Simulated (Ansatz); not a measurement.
# C: the cost of one run

Method: DFT PBE, scalar-relativistic, plane waves, PAW, in Ansatz 0.2.0.

14 further runs of the same task are left out: 14 set aside as unsound or not needed.

### Step 1. The starting structure

Symmetry: Cmme, No. 67, orthorhombic system. The conventional cell has a = 2.467 Å, b = 4.272 Å, c = 8.707 Å, α = 90.00°, β = 90.00°, γ = 90.00°. Around C (site symmetry m) lie 3 C at 1.42 Å.

Coordinates:

```cif
data_structure
_symmetry_space_group_name_H-M 'Cmme'
_symmetry_Int_Tables_number 67
_cell_length_a 2.4666
_cell_length_b 4.2721
_cell_length_c 8.7070
_cell_angle_alpha 90.000
_cell_angle_beta 90.000
_cell_angle_gamma 90.000
_cell_volume 91.75
loop_
_atom_site_label
_atom_site_type_symbol
_atom_site_symmetry_multiplicity
_atom_site_Wyckoff_symbol
_atom_site_fract_x
_atom_site_fract_y
_atom_site_fract_z
_atom_site_occupancy
C1 C 8 m 0.50000 0.41667 0.75031 1
```

It goes back to an entry of the Materials Project, which need not be the stable form.

It is the result of an earlier relaxation at this level (volume 11.47 Å³/atom; gap on the mesh: 0.00 eV).

### Step 2. The scan

The energy is mapped over two normal modes frozen in (zone-centre modes of the cell shown).

- amplitude of mode 1 (5i cm⁻¹), largest displacement: 11 values from −0.427 to 0.427 Å
- amplitude of mode 6 (24 cm⁻¹), largest displacement: 11 values from −0.427 to 0.427 Å

Nothing else is relaxed (the cell and all other modes fixed). Energies count from the relaxed high-symmetry cell. Points are written as (first, second).

The modes come from a phonon run on the reference cell, made beforehand.

The patterns, per unit of each coordinate (Å):

| atom | x1 | y1 | z1 | x2 | y2 | z2 |
| --- | --- | --- | --- | --- | --- | --- |
| C1 | 0.000 | 1.000 | 0.000 | 0.000 | 0.000 | 1.000 |
| C2 | 0.000 | -1.000 | 0.000 | 0.000 | 0.000 | -1.000 |
| C3 | 0.000 | -1.000 | 0.000 | 0.000 | 0.000 | -1.000 |
| C4 | 0.000 | 1.000 | 0.000 | 0.000 | 0.000 | 1.000 |

### Step 3. The run at (−0.342 Å, −0.427 Å)

Contents of input.yaml:

```yaml
crystal:
  lattice:
    - [1.2332770792, -2.1360444277, 0.0]
    - [1.2332770792, 2.1360444277, 0.0]
    - [0.0, 0.0, 8.7070252276]
  atoms:
    - { symbol: C, position: [0.1632936808, 0.8367063192, 0.7012644676] }
    - { symbol: C, position: [0.5033719135, 0.4966280865, 0.298735107] }
    - { symbol: C, position: [0.8367063192, 0.1632936808, 0.2987355324] }
    - { symbol: C, position: [0.4966280865, 0.5033719135, 0.701264893] }
basis:
  ecutwfc: 520.0
kpoints:
  mp_grid: { grid: [18, 18, 6] }
hamiltonian:
  xc: pbe
  pseudopotentials: { kind: paw, azcp: { folder: soft_1 } }
scf:
  occupations: { method: gaussian, width: 0.15 }
output:
  forces: true
  stress: true
  eigenvalues: true
```

Started as:

```sh
> ansatz run input.yaml --threads 4 --pin off --max-ram 8192MiB --backend cpu --events-out ev --progress --plain --runs-dir out
```

Q: Estimate wall time and peak memory on 4 threads of Intel Xeon Platinum 8259CL at 2.50GHz (Skylake/Cascade Lake), shared host.

About 8.2 s, with a peak of 0.64 GiB.
